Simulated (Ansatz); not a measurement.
**BeTe (F-43m): the dielectric response by several routes**

Aim: the electronic dielectric constant of BeTe (F-43m) by perturbation theory, a sum over states and the RPA step of G0W0.

Method: linear response on PBE, plane waves, PAW, in Ansatz 0.2.0.

Most raw output is cut from this account.

## (1) Starting point

Symmetry: F-43m, No. 216, cubic system. Conventional cell: a = 5.663 Å, b = 5.663 Å, c = 5.663 Å, α = 90.00°, β = 90.00°, γ = 90.00°. Nearest to Be lie 4 Te at 2.45 Å. Te has 4 Be at 2.45 Å nearest. Farther neighbours and most contacts between anions are not listed.

As a file:

```cif
data_structure
_symmetry_space_group_name_H-M 'P 1'
_symmetry_Int_Tables_number 1
_cell_length_a 4.0043
_cell_length_b 4.0043
_cell_length_c 4.0043
_cell_angle_alpha 60.000
_cell_angle_beta 60.000
_cell_angle_gamma 60.000
_cell_volume 45.40
loop_
_atom_site_label
_atom_site_type_symbol
_atom_site_fract_x
_atom_site_fract_y
_atom_site_fract_z
_atom_site_occupancy
Be1 Be 0.00000 0.00000 0.00000 1
Te2 Te 0.75000 0.75000 0.75000 1
```

The cell and positions are those that the Materials Project relaxed with its own functionals (PBE, PBE+U or r2SCAN), kept fixed. Spin-orbit coupling is left out unless a step names it.

## (2) Response to a homogeneous field

The response to a uniform field gives ε∞, a yardstick for the screening that GW builds on its mesh.

This step: dielectric response by perturbation theory, PBE, plane waves, PAW; PAW set soft_1.

input.yaml reads:

```yaml
crystal:
  lattice:
    - [0.0, 2.8314587876, 2.8314587876]
    - [2.8314587876, 0.0, 2.8314587876]
    - [2.8314587876, 2.8314587876, 0.0]
  atoms:
    - { symbol: Be, position: [0.0, 0.0, 0.0] }
    - { symbol: Te, position: [0.75, 0.75, 0.75] }
kpoints:
  mp_grid: { grid: [6, 6, 6] }
hamiltonian:
  xc: pbe
  pseudopotentials: { kind: paw, azcp: { folder: soft_1 } }
scf:
  occupations: { method: fixed }
dielectric: {}
```

Started as:

```console
$ ansatz run input.yaml --threads 3 --pin off --max-ram 92160MiB --backend cuda --events-out ev --progress --plain --runs-dir out --devices 1 --max-vram 13GiB
```

Wall time 22 s (1 × NVIDIA H100 80GB HBM3 (shared by 6 runs) with 3 threads of AMD EPYC 7R13 (Zen 3), shared host); peak memory 1.1 GiB; 29 s of CPU time.

This step gave:

| Quantity | Value |
| --- | --- |
| stated error of ε∞ | 0.022 |

One over ε∞ averages 0.13, under the quarter of exact exchange in PBE0, which by this rule of thumb may open the gap too far.

High-frequency dielectric tensor:

```
7.42 0.00 0.00
0.00 7.42 0.00
0.00 0.00 7.42
```

Born effective charge (e), principal values of the symmetric part by kind of site:

```csv
atom,atoms with these values,low,middle,high,mean
Be1,1,1.36,1.36,1.36,1.36
Te2,1,-1.36,-1.36,-1.36,-1.36
```

In full for Te2:

```
-1.36  0.00  0.00
 0.00 -1.36  0.00
 0.00  0.00 -1.36
```

## (3) Independent-particle spectrum

The independent-particle spectrum shows where the oscillator strength lies, before excitons and local fields.

This step: independent-particle optics on PBE, plane waves, PAW; PAW set soft_1.

input.yaml, the sections that differ from step 2:

```yaml
kpoints:
  mp_grid: { grid: [8, 8, 8] }
scf:
  occupations: { method: fixed }
  n_extra_bands: 31
output:
  optics: { e_range: [0, 25], de: 0.1, sigma: 0.2 }
# crystal, hamiltonian: as in step 2
# dielectric: removed
```

The job ended after 12 s (1 × NVIDIA H100 80GB HBM3 (shared by 6 runs) with 3 threads; peak memory 1.1 GiB; 12 s of CPU time).

Numbers from this step:

| Item | Value |
| --- | --- |
| ε∞ without local fields (xx, yy, zz) | 7.956, 7.956, 7.956 |
| electrons in the f-sum (xx, yy, zz) | 16.00, 16.00, 16.00 |
| bands in the explicit sum (the static value is completed to all bands) | 40 |

The sum gives ε∞ = 7.96 without local fields.

The ε₂, xx=yy=zz has structure finer than the step of the table below, so its rows give means over 1 eV, whole bins alone (the curve runs from 0 to 25 eV). Peaks (eV: height): 5.0: 31.0.

Independent particles, no local fields, Gaussian width 0.2 eV. ε₂, xx=yy=zz against photon energy; means over each step:

photon energy (eV), ε₂, xx=yy=zz and a bar:
```
        2        0.0 
        3        0.1 
        4        9.2 ############
        5       22.8 ##############################
        6       12.0 ################
        7        5.5 #######
        8        3.0 ####
        9        2.1 ###
       10        1.5 ##
       11        1.1 #
       12        0.8 #
       13        0.6 #
       14        0.6 #
       15        0.4 #
       16        0.3 
       17        0.2 
       18        0.2 
       19        0.2 
       20        0.2 
       21        0.2 
       22        0.1 
       23        0.1 
       24        0.1
```

Independent particles, no local fields, Gaussian width 0.2 eV. The loss function, xx=yy=zz by photon energy; read off at these points:

```csv
photon energy (eV),"loss function, xx=yy=zz"
3.00,0
3.50,0.00245
4.00,0.0202
4.50,0.0294
5.00,0.0319
5.50,0.0597
6.00,0.0632
6.50,0.0772
7.00,0.0950
7.50,0.112
8.00,0.131
8.50,0.177
9.00,0.195
9.50,0.234
10.00,0.287
10.50,0.318
11.00,0.354
11.50,0.432
12.00,0.505
12.50,0.663
13.00,0.816
13.50,0.982
14.00,1.20
14.50,1.34
15.00,1.63
15.50,2.00
16.00,2.58
16.50,3.29
17.00,5.32
17.10,5.70
17.50,3.81
18.00,3.16
18.50,1.69
19.00,1.50
19.50,1.37
20.00,1.04
20.50,0.857
21.00,0.789
21.50,0.736
22.00,0.478
22.50,0.368
23.00,0.296
23.50,0.276
24.00,0.234
24.50,0.167
25.00,0.157
```

Independent particles, no local fields, Gaussian width 0.2 eV. Table of ε₁, xx=yy=zz by photon energy:

```csv
photon energy (eV),"ε₁, xx=yy=zz"
0.0,7.93
0.5,8.00
1.0,8.21
1.5,8.58
2.0,9.20
2.5,10.2
3.0,12.0
3.5,16.7
4.0,19.8
4.5,17.0
5.0,3.44
5.5,-4.44
6.0,-6.58
6.5,-6.38
7.0,-5.26
7.5,-4.46
8.0,-3.72
8.5,-2.77
9.0,-2.52
9.5,-2.10
10.0,-1.73
10.5,-1.56
11.0,-1.38
11.5,-1.13
12.0,-0.971
12.5,-0.752
13.0,-0.612
13.5,-0.502
14.0,-0.394
14.5,-0.339
15.0,-0.277
15.5,-0.206
16.0,-0.149
16.5,-0.0557
17.0,-0.0133
17.5,0.115
18.0,0.158
18.5,0.258
19.0,0.295
19.5,0.314
20.0,0.353
20.5,0.390
21.0,0.417
21.5,0.413
22.0,0.441
22.5,0.493
23.0,0.509
23.5,0.549
24.0,0.554
24.5,0.580
25.0,0.612
```

## (4) RPA screening from the G0W0 run

G0W0 replaces the xc potential by the self-energy, built once from these orbitals. Only a window of levels is corrected, while the sums run over the empty bands that the input names. This step takes PAW set soft_1 files.

This step: G0W0 on PBE, plane waves, PAW; PAW set soft_1.

input.yaml, the sections that differ from step 3:

```yaml
kpoints:
  mp_grid: { grid: [6, 6, 6] }
scf:
  occupations: { method: fixed }
gw:
  n_empty_bands: 291
  ecut_chi: 200.0
  qp_bands: [v2, c2]
  qp_kpoints: band_edges
  screening: { model: contour_deformation }
# crystal, hamiltonian: as in step 3
# output: removed
```

It took 35 s on 1 × NVIDIA H100 80GB HBM3 (shared by 6 runs) with 3 threads; peak memory 1.3 GiB; 53 s of CPU time.

This step gave:

```
bands summed                                 : 300
RPA ε∞ on this mesh (eigenvalues)            : 7.331, 7.331, 7.331
plane waves in the screening matrix          : 283
G0W0 gap on the mesh                         : 2.914 eV
k of the valence top                         : 0, 0, 0
k of the conduction bottom                   : 0, -0.5, -0.5
starting gap on the mesh                     : 2.025 eV
least direct G0W0 gap on the computed points : 4.764 eV
```

The gap on the mesh goes from 2.03 eV to 2.91 eV, a correction of +0.89 eV. Between the two edge states, bare exchange in place of the xc potential would open the gap by 5.52 eV, and correlation takes back 4.63 eV.

Mean over the mesh in bins of 0.25 1/Å. Static inverse dielectric function, diagonal against length of q+G:

```csv
length of q+G (Å⁻¹),"static inverse dielectric function, diagonal"
0.34,0.183
0.58,0.233
0.79,0.289
1.03,0.361
1.26,0.427
1.50,0.494
1.75,0.562
2.01,0.628
2.27,0.686
2.50,0.731
2.74,0.770
2.99,0.807
3.25,0.840
3.50,0.869
3.74,0.895
4.00,0.916
4.25,0.932
4.50,0.945
4.75,0.955
5.00,0.962
5.25,0.969
5.51,0.974
5.75,0.978
6.00,0.982
6.26,0.985
6.51,0.988
6.75,0.990
7.01,0.992
7.18,0.993
```

## (5) The values together

Times are wall times on 1 × NVIDIA H100 80GB HBM3 (shared by 6 runs) with 3 threads of AMD EPYC 7R13 (Zen 3), shared host, good to a factor of about two.

```csv
method,mesh,"ε∞, low",middle,high,mean,time
perturbation theory (local fields and xc kernel),6×6×6 (response on 216 points),7.42,7.42,7.42,7.42,22 s
sum over states (no local fields),8×8×8,7.96,7.96,7.96,7.96,12 s
"RPA with local fields, on the GW mesh",6×6×6,7.33,7.33,7.33,7.33,35 s
```

## (6) Outcome

```
perturbation theory (local fields and xc kernel) : 7.42, 7.42, 7.42
sum over states (no local fields)                : 7.96, 7.96, 7.96
RPA with local fields, on the GW mesh            : 7.33, 7.33, 7.33
```

What this shows: Mean Born effective charge: Be1 1.36, Te2 -1.36 e. The ε₂, xx=yy=zz has its highest peak at 5 eV. The loss function, xx=yy=zz has its highest peak at 17.1 eV. The sum without local fields gives 7.96 in the mean against 7.42 by perturbation theory; local fields lower ε∞ and the xc kernel gives part of it back, though the sum also carries the error of its own mesh. The RPA values on the 6×6×6 mesh average 0.99 times those of perturbation theory (means 7.33 and 7.42). Without the xc kernel RPA should lie a little lower, and the mean does, by little. Ions are clamped, so the lattice part of the static constant is not in these numbers.

[Paths, hosts, dates, memory and timing lines, banners, echoed tables and standing remarks are left out of the program output.]

[Logs are printed without paths, hosts, clocks, repeated set-up lines and the standing remarks that a program may print on its own settings, such as how far it seeks lower states.]

[Runs of the session that timed out or met a known fault of the program may be left out.]

[Cells called generated may have been cut or substituted from an entry of the Crystallography Open Database or the Materials Project.]

[Hosts, paths, dates, database ids (printed as entryN), source tags and the programs' standing remarks are cut or masked in the printed files.]
